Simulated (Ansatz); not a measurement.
Given:

BaSnO$_{3}$ (cubic perovskite, Pm-3m), a = b = c = 4.0827 Å, α = β = γ = 90.00°.

This is the LDA-relaxed structure.

Q: All from LDA in the plane-wave PAW code Ansatz, unless another level is named. Predict the Hill bulk and shear moduli.

A: 166 and 104 GPa.

Q: And the zero-point energy?

A: 53.4 meV/atom.

The cell was relaxed with LDA under the symmetry of its start; phonons on a q-mesh show no instability. Spin–orbit coupling is left out wherever it is not named.

Potentials: the later of the program's two PAW sets.
